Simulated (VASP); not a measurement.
# ZnO (P6_3mc) in VASP: dielectric tensor with PBE+D3(BJ)

Aim: the dielectric tensor of ZnO with PBE+D3(BJ).

Program: VASP 6.6.1. These are calculated values, not measurements. Logs are shortened: lines on timing, memory, paths and dates and some standing lists are left out, and cuts for length are marked.

**What was measured.**

From “Electronic structure of alkaline earth and post-transition metal oxides”, 2009, arxiv:0908.1581, for a bulk crystal of ZnO: band gap 3.37 eV.

The runs below are set against these values where they give the same quantity.

## 1. Starting point

Symmetry: P6_3mc, No. 186, hexagonal system. Conventional cell: a = 3.263 Å, b = 3.263 Å, c = 5.269 Å, α = 90.00°, β = 90.00°, γ = 120.00°. Around Zn (site symmetry 3m) lie 4 O at 1.99 to 2.00 Å. O (site symmetry 3m) is surrounded by 4 Zn at 1.99 to 2.00 Å.

## 2. Dielectric tensor, PBE+D3(BJ)

Contents of INCAR:

```
SYSTEM = ZnO
PREC = Accurate
ENCUT = 520
EDIFF = 1E-7
ISMEAR = 0
SIGMA = 0.02
LREAL = .False.
LASPH = .True.
NELM = 100
ALGO = Normal
ISIF = 2
LWAVE = .False.
LCHARG = .False.
GGA = PE
IVDW = 12
LEPSILON = .True.
KPAR = 4
```

Contents of KPOINTS:

```
regular mesh
0
Gamma
  12 12 6
  0 0 0
```

Contents of POSCAR:

```
ZnO                                     
1.0
    3.2629007353      0.0000000000      0.0000000000
   -1.6314503676      2.8257549240      0.0000000000
    0.0000000000      0.0000000000      5.2685566353
  Zn              O             
     2     2
Direct
     0.3333333300000021    0.6666666699999979    0.5000429704766326
     0.6666666699999979    0.3333333300000021    0.0000429704766326
     0.6666666699999979    0.3333333300000021    0.3789670295233683
     0.3333333300000021    0.6666666699999979    0.8789670295233684
```

Potentials or basis: VASP PAW PBE potentials, release 64 (Zn, O).

Launch:

```bash
cat potpaw_PBE.64/Zn/POTCAR potpaw_PBE.64/O/POTCAR > POTCAR
mpirun -np 4 vasp_std > vasp.out
```

OUTCAR:

```text
SYSTEM = ZnO
   PREC = Accurate
   ENCUT = 520
   EDIFF = 1E-7
   ISMEAR = 0
   LREAL = .False.
   LASPH = .True.
   NELM = 100
   ISIF = 2
   GGA = PE
   IVDW = 12
   LEPSILON = .True.
 IVDW          = 12

 ion  position               nearest neighbor table
   1  0.333  0.667  0.500-   3 1.99   3 1.99   3 1.99   4 2.00
   2  0.667  0.333  0.000-   4 1.99   4 1.99   4 1.99   3 2.00
   3  0.667  0.333  0.379-   1 1.99   1 1.99   1 1.99   2 2.00
   4  0.333  0.667  0.879-   2 1.99   2 1.99   2 1.99   1 2.00

  LATTYP: Found a hexagonal cell.
 ALAT       =     3.2629007353
 C/A-ratio  =     1.6146849269

  Lattice vectors:

 A1 = (   3.2629007353,   0.0000000000,   0.0000000000)
 A2 = (  -1.6314503676,   2.8257549240,   0.0000000000)
 A3 = (   0.0000000000,   0.0000000000,   5.2685566353)

Analysis of symmetry for initial positions (statically):
=====================================================================
 Subroutine PRICEL returns:
 Original cell was already a primitive cell.

 Routine SETGRP: Setting up the symmetry group for a
 hexagonal supercell.

 Subroutine GETGRP returns: Found 12 space group operations
 (whereof  6 operations were pure point group operations)
 out of a pool of 24 trial point group operations.

The static configuration has the point symmetry C_3v.
 The point group associated with its full space group is C_6v.

Analysis of symmetry for dynamics (positions and initial velocities):
=====================================================================
 Subroutine PRICEL returns:
 Original cell was already a primitive cell.

 Routine SETGRP: Setting up the symmetry group for a
 hexagonal supercell.

 Subroutine GETGRP returns: Found 12 space group operations
 (whereof  6 operations were pure point group operations)
 out of a pool of 24 trial point group operations.

The dynamic configuration has the point symmetry C_3v.
 The point group associated with its full space group is C_6v.

 Subroutine INISYM returns: Found 12 space group operations
 (whereof  6 operations are pure point group operations),
 and found     1 'primitive' translations

----------------------------------------------------------------------------------------

                                     Primitive cell

  volume of cell :      48.5769

  direct lattice vectors                    reciprocal lattice vectors
     3.262900735  0.000000000  0.000000000     0.306475765  0.176943866  0.000000000
    -1.631450368  2.825754924  0.000000000     0.000000000  0.353887732  0.000000000
     0.000000000  0.000000000  5.268556635     0.000000000  0.000000000  0.189805305

  length of vectors
     3.262900735  3.262900733  5.268556635     0.353887731  0.353887732  0.189805305

  position of ions in fractional coordinates (direct lattice)
     0.333333330  0.666666670  0.500042970
     0.666666670  0.333333330  0.000042970
     0.666666670  0.333333330  0.378967030
     0.333333330  0.666666670  0.878967030

  ion indices of the primitive-cell ions
   primitive index   ion index
                 1           1
                 2           2
                 3           3
                 4           4

----------------------------------------------------------------------------------------

 KPOINTS: regular mesh

Automatic generation of k-mesh.
 Grid dimensions read from file:
 generate k-points for:   12   12    6

 Generating k-lattice:

  Cartesian coordinates                     Fractional coordinates (reciprocal lattice)
     0.025539647  0.014745322  0.000000000     0.083333333  0.000000000  0.000000000
     0.000000000  0.029490644  0.000000000     0.000000000  0.083333333  0.000000000
     0.000000000  0.000000000  0.031634218     0.000000000  0.000000000  0.166666667

  Length of vectors
     0.029490644  0.029490644  0.031634218

  Shift w.r.t. Gamma in fractional coordinates (k-lattice)
     0.000000000  0.000000000  0.000000000

 Subroutine IBZKPT returns following result:
 ===========================================

 Found     76 irreducible k-points:

 Following reciprocal coordinates:
            Coordinates               Weight
  0.000000  0.000000  0.000000      1.000000
  0.083333  0.000000  0.000000      6.000000
  0.166667  0.000000  0.000000      6.000000
  0.250000  0.000000  0.000000      6.000000
  0.333333  0.000000  0.000000      6.000000
  0.416667  0.000000  0.000000      6.000000
[... 16 lines left out ...]
  0.250000  0.000000  0.166667     12.000000
  0.333333  0.000000  0.166667     12.000000
 [... further k-points ...]
   k-points           NKPTS =     76   k-points in BZ     NKDIM =     76   number of bands    NBANDS=     22
   number of dos      NEDOS =    301   number of ions     NIONS =      4
   total plane-waves  NPLWV =  23040
   dimension x,y,z NGX =    24 NGY =   24 NGZ =   40
   dimension x,y,z NGXF=    48 NGYF=   48 NGZF=   80
   ions per type =               2   2
   NGX,Y,Z   is equivalent  to a cutoff of  12.23, 12.23, 12.62 a.u.
   NGXF,Y,Z  is equivalent  to a cutoff of  24.46, 24.46, 25.24 a.u.
 SYSTEM =  ZnO
   PREC   = accura    normal or accurate (medium, high low for compatibility)
   ISTART =      0    job   : 0-new  1-cont  2-samecut
   ICHARG =      2    charge: 1-file 2-atom 10-const
   ISPIN  =      1    spin polarized calculation?
   LNONCOLLINEAR =      F non collinear calculations
   LSORBIT =      F    spin-orbit coupling
   LASPH  =      T    aspherical Exc in radial PAW
   ENCUT  =  520.0 eV  38.22 Ry    6.18 a.u.   6.07  6.07  9.80*2*pi/ulx,y,z
   NELM   =    100;   NELMIN=  2; NELMDL= -5     # of ELM steps
   EDIFF  = 0.1E-06   stopping-criterion for ELM
   LREAL  =      F    real-space projection
   EDIFFG = 0.1E-05   stopping-criterion for IOM
   NSW    =      0    number of steps for IOM
   IBRION =     -1    ionic relax: 0-MD 1-quasi-New 2-CG
   NFREE  =      0    steps in history (QN), initial steepest desc. (CG)
   ISIF   =      2    stress and relaxation
   ISYM   =      2    0-nonsym 1-usesym 2-fastsym
   POTIM  = 0.5000    time-step for ionic-motion
   TEBEG  =    0.0;   TEEND  =   0.0 temperature during run
   PSTRESS=    0.0 pullay stress
   NELECT =      36.0000    total number of electrons
   NUPDOWN=      -1.0000    fix difference up-down
   EMIN   =  10.00;   EMAX   =-10.00  energy-range for DOS
   EFERMI =   0.00;   METHOD = LEGACY
   ISMEAR =     0;   SIGMA  =   0.02  broadening in eV -4-tet -1-fermi 0-gaus
   EFERMI_NEDOS =   21; number of points for ismear=-14 and -15
   IALGO  =     38    algorithm
   IMIX   =      4    mixing-type and parameters
     AMIX     =   0.40;   BMIX     =  1.00
     AMIX_MAG =   1.60;   BMIX_MAG =  1.00
  volume/ion in A,a.u.               =      12.14        81.95
  Fermi-wavevector in a.u.,A,eV,Ry     =   1.481491  2.799612 29.862276  2.194815
  Thomas-Fermi vector in A             =   2.595395
   LORBIT       =      0    0 simple, 1 ext, 2 COOP (PROOUT), +10 PAW based schemes
   GGA     = PE    functional components
   LHFCALC =     F    Hartree Fock is set to
   AEXX    =    0.0000 exact exchange contribution
   IVDW    =    12    specifies the selected vdW correction
   LEPSILON=     T    determine dielectric tensor
   LRPA    =     F    only Hartree local field effects (RPA)
 non-spin polarized calculation
 Gauss-broadening in eV      SIGMA  =   0.02
  energy-cutoff  :      520.00
  volume of cell :       48.58
 maximum number of plane-waves:      1324
   NGX = 13   NGY = 13   NGZ = 19

--------------------------------------- Ionic step        1  -------------------------------------------

 number of electron      36.0000038 magnetization

 E-fermi :   1.1859     XC(G=0): -10.8038

 val. band max:        1.0252571523   @ k =   0.0000   0.0000   0.0000
 cond. band min:       1.7746379422   @ k =   0.0000   0.0000   0.0000
 fundamental gap:      0.7493807899
 Fermi energy:         1.1859343402

 k-point     1 :       0.0000    0.0000    0.0000
  band No.  band energies     occupation
      1     -16.9085      2.00000
      2     -16.2199      2.00000
      3      -4.5782      2.00000
      4      -4.5782      2.00000
      5      -4.5390      2.00000
      6      -4.4703      2.00000
[... 589 lines left out ...]
     21       9.2655      0.00000
     22       9.8162      0.00000

 [... further k-points ...]

  FORCE on cell =-STRESS in cart. coord.  units (eV):
  Direction    XX          YY          ZZ          XY          YZ          ZX
  --------------------------------------------------------------------------------------
  -------------------------------------------------------------------------------------
  Total       0.00392     0.00392     0.00930     0.00000     0.00000     0.00000
  in kB       0.12925     0.12925     0.30684     0.00000     0.00000     0.00000
  external pressure =        0.19 kB  Pullay stress =        0.00 kB

 VOLUME and BASIS-vectors are now :
 -----------------------------------------------------------------------------
  energy-cutoff  :      520.00
  volume of cell :       48.58
      direct lattice vectors                 reciprocal lattice vectors
     3.262900735  0.000000000  0.000000000     0.306475765  0.176943866  0.000000000
    -1.631450368  2.825754924  0.000000000     0.000000000  0.353887732  0.000000000
     0.000000000  0.000000000  5.268556635     0.000000000  0.000000000  0.189805305

 POSITION                                       TOTAL-FORCE (eV/Angst)
 -----------------------------------------------------------------------------------
     -0.00000      1.88384      2.63450        -0.000000      0.000000      0.001150
      1.63145      0.94192      0.00023        -0.000000      0.000000      0.001150
      1.63145      0.94192      1.99661        -0.000000      0.000000     -0.001150
     -0.00000      1.88384      4.63089         0.000000     -0.000000     -0.001150
 -----------------------------------------------------------------------------------
    total drift:                                0.000004     -0.000003     -0.000793

  FREE ENERGIE OF THE ION-ELECTRON SYSTEM (eV)
  ---------------------------------------------------
  free  energy   TOTEN  =       -18.7301561230 eV

  energy  without entropy=      -18.7301561230  energy(sigma->0) =      -18.73015612

 HEAD OF MICROSCOPIC STATIC DIELECTRIC TENSOR (INDEPENDENT PARTICLE, excluding Hartree and local field effects)
 ------------------------------------------------------
           5.593688     0.000000     0.000000
           0.000000     5.593688    -0.000000
           0.000000     0.000000     5.587820
 ------------------------------------------------------

 Free energy of the ion-electron system (eV)
  ---------------------------------------------------
  ---------------------------------------------------
  free energy    TOTEN  =        -0.63688912 eV

  energy without entropy =       -0.63688912

------------------------ aborting loop because EDIFF is reached ----------------------------------------

 Edisp (eV)   -0.87849

 E8    (eV) :    -0.3315
[... 7 lines left out ...]
 E8    (eV) :    -0.3315

--------------------------------------- Ionic step        3  -------------------------------------------

 Free energy of the ion-electron system (eV)
  ---------------------------------------------------
  ---------------------------------------------------
  free energy    TOTEN  =        -0.63748392 eV

  energy without entropy =       -0.63748392

------------------------ aborting loop because EDIFF is reached ----------------------------------------

 Edisp (eV)   -0.87849

 E8    (eV) :    -0.3315

 PIEZOELECTRIC TENSOR FIELD DIRECTION 3  (e Angst)
 -----------------------------------------------------------------------------
     1.18427  0.00000 -0.00000           (  0.05320  0.00000 -0.00000)
     0.00000  1.18427 -0.00000           (  0.00000  0.05320  0.00000)
    -0.00000 -0.00000 -2.38380           ( -0.00000  0.00000 -0.10579)

 PIEZOELECTRIC TENSOR FIELD DIRECTION 3  (C/m^2)
 -----------------------------------------------------------------------------
     0.39060  0.00000 -0.00000
     0.00000  0.39060 -0.00000
    -0.00000 -0.00000 -0.78623

 MACROSCOPIC STATIC DIELECTRIC TENSOR (including local field effects in DFT)
 ------------------------------------------------------
           5.491821     0.000000     0.000000
           0.000000     5.491821     0.000000
           0.000000     0.000000     5.499912
 ------------------------------------------------------

 PIEZOELECTRIC TENSOR (including local field effects)  for field in x, y, z        (e  Angst)
          XX          YY          ZZ          XY          YZ          ZX
  --------------------------------------------------------------------------------
  x     0.00000    -0.00000     0.00000     0.00000     0.00000     1.24660
  y     0.00000     0.00000    -0.00000     0.00000     1.24660     0.00000
  z     1.18427     1.18427    -2.38380     0.00000     0.00000     0.00000

 PIEZOELECTRIC TENSOR (including local field effects)  for field in x, y, z        (C/m^2)
          XX          YY          ZZ          XY          YZ          ZX
  --------------------------------------------------------------------------------
  x     0.00000    -0.00000     0.00000     0.00000     0.00000     0.41116
  y     0.00000     0.00000    -0.00000     0.00000     0.41116     0.00000
  z     0.39060     0.39060    -0.78623     0.00000     0.00000     0.00000

 BORN EFFECTIVE CHARGES (including local field effects) (in |e|, cummulative output)
 ---------------------------------------------------------------------------------
 ion    1
    1     2.12648     0.00000     0.00000
    2     0.00000     2.12648    -0.00000
    3    -0.00000     0.00000     2.18221
 ion    2
    1     2.12648     0.00000     0.00000
    2     0.00000     2.12648     0.00000
    3     0.00000    -0.00000     2.18221
 ion    3
    1    -2.12648    -0.00000    -0.00000
    2    -0.00000    -2.12648    -0.00000
    3     0.00000     0.00000    -2.18221
 ion    4
    1    -2.12648    -0.00000     0.00000
    2    -0.00000    -2.12648     0.00000
    3     0.00000     0.00000    -2.18221
```

Run time: 2 min. Hardware: 4 MPI ranks of Intel Xeon Platinum 8488C (Sapphire Rapids), shared host; peak memory 0.63 GiB.

What came out:

```
Band gap on the k mesh                  : 0.75 eV, direct
Electronic dielectric tensor (diagonal) : 5.49, 5.49, 5.50
Born charges (mean of the diagonal)     : Zn +2.15; O -2.15 e
Dispersion energy per atom              : -0.220 eV
```

Electronic dielectric tensor:
```
5.49 0.00 0.00
0.00 5.49 0.00
0.00 0.00 5.50
```

Born effective charge tensors (e):
atom 1, Zn
```
2.13 0.00 0.00
0.00 2.13 0.00
0.00 0.00 2.18
```
atom 2, Zn
```
2.13 0.00 0.00
0.00 2.13 0.00
0.00 0.00 2.18
```
atom 3, O
```
-2.13  0.00  0.00
 0.00 -2.13  0.00
 0.00  0.00 -2.18
```
atom 4, O
```
-2.13  0.00  0.00
 0.00 -2.13  0.00
 0.00  0.00 -2.18
```

## 3. Against experiment

Step 2. A measured gap of ZnO is 3.37 eV (quoted in “Electronic structure of alkaline earth and post-transition metal oxides”, 2009, arxiv:0908.1581); the calculated 0.75 eV misses it by -2.62 eV. So large a miss can be the level of theory's own, or it may mean another phase, state or a wrong row. The value is that of PBE+D3(BJ), without temperature or zero-point motion. Semilocal functionals fall short of measured gaps as a rule.
